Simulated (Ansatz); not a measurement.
# H5C16F: the cost of one run

All numbers below are computed with Ansatz 0.2.0 (DFT PBE+D3(BJ), plane waves, PAW, scalar-relativistic, no spin polarisation).

**1. Starting point**

The cell holds 22 atoms (C16H5F): a = 5.049 Å, b = 5.049 Å, c = 16.676 Å, α = 90.00°, β = 90.00°, γ = 60.00°.

Structure file:

```xyz
22
Lattice="5.0487 0.0000 0.0000 2.5244 4.3723 0.0000 0.0000 0.0000 16.6764" Properties=species:S:1:pos:R:3 pbc="T T T"
H     1.2622    0.7287    1.0000
H     3.7866    0.7287    1.0000
H     2.5244    2.9149    1.0000
H     5.0487    2.9149    1.0000
C     1.2622    0.7287    2.1000
C     3.7866    0.7287    2.1000
C     2.5244    2.9149    2.1000
C     5.0487    2.9149    2.1000
C     0.0000    1.4574    2.6153
C     2.5244    1.4574    2.6153
C     1.2622    3.6436    2.6153
C     3.7866    3.6436    2.6153
C     0.0000    1.4574    4.1611
C     2.5244    1.4574    4.1611
C     1.2622    3.6436    4.1611
C     3.7866    3.6436    4.1611
C     0.0000    0.0000    4.6764
C     2.5244    0.0000    4.6764
C     1.2622    2.1862    4.6764
C     3.7866    2.1862    4.6764
F     3.5582    1.6158    6.4964
H     2.9701    2.2295    6.8964
```

**2. End point A**

Input file input.yaml:

```yaml
crystal:
  lattice:
    - [5.048742, 0.0, 0.0]
    - [2.524371, 4.372339, 0.0]
    - [0.0, 0.0, 16.676426]
  atoms:
    - { symbol: H, position: [0.1666667, 0.1666667, 0.0599649] }
    - { symbol: H, position: [0.6666667, 0.1666667, 0.0599649] }
    - { symbol: H, position: [0.1666667, 0.6666667, 0.0599649] }
    - { symbol: H, position: [0.6666667, 0.6666667, 0.0599649] }
    - { symbol: C, position: [0.1666667, 0.1666667, 0.1259263] }
    - { symbol: C, position: [0.6666667, 0.1666667, 0.1259263] }
    - { symbol: C, position: [0.1666667, 0.6666667, 0.1259263] }
    - { symbol: C, position: [0.6666667, 0.6666667, 0.1259263] }
    - { symbol: C, position: [-0.1666667, 0.3333333, 0.1568253] }
    - { symbol: C, position: [0.3333333, 0.3333333, 0.1568253] }
    - { symbol: C, position: [-0.1666667, 0.8333333, 0.1568253] }
    - { symbol: C, position: [0.3333333, 0.8333333, 0.1568253] }
    - { symbol: C, position: [-0.1666667, 0.3333333, 0.2495223] }
    - { symbol: C, position: [0.3333333, 0.3333333, 0.2495223] }
    - { symbol: C, position: [-0.1666667, 0.8333333, 0.2495223] }
    - { symbol: C, position: [0.3333333, 0.8333333, 0.2495223] }
    - { symbol: C, position: [0.0, 0.0, 0.2804213] }
    - { symbol: C, position: [0.5, 0.0, 0.2804213] }
    - { symbol: C, position: [0.0, 0.5, 0.2804213] }
    - { symbol: C, position: [0.5, 0.5, 0.2804213] }
    - { symbol: F, position: [0.5199923, 0.3695531, 0.3895574] }
    - { symbol: H, position: [0.3333273, 0.5099153, 0.4135434] }
basis:
  ecutwfc: 420.0
kpoints:
  mp_grid: { grid: [3, 3, 1] }
hamiltonian:
  xc: pbe
  dispersion: d3bj
  pseudopotentials: { kind: paw, azcp: { folder: soft_1 } }
scf:
  occupations: { method: gaussian, width: 0.05 }
  lower_state_search: "off"
relax:
  f_tol: 0.03
  max_steps: 60
  adjacent_minimum: "off"
  constraints: [{ sites: [0, 1, 2, 3, 4, 5, 6, 7, 8, 9, 10, 11] }]
```

The run is started by

```console
ansatz run input.yaml --threads 1 --pin off --max-ram 3072MiB --backend cpu --events-out ev --progress --plain --runs-dir out
```

What time and memory should one allow on 1 thread of Arm Neoverse V2, shared host?

About 2 min, with a peak of 0.49 GiB.
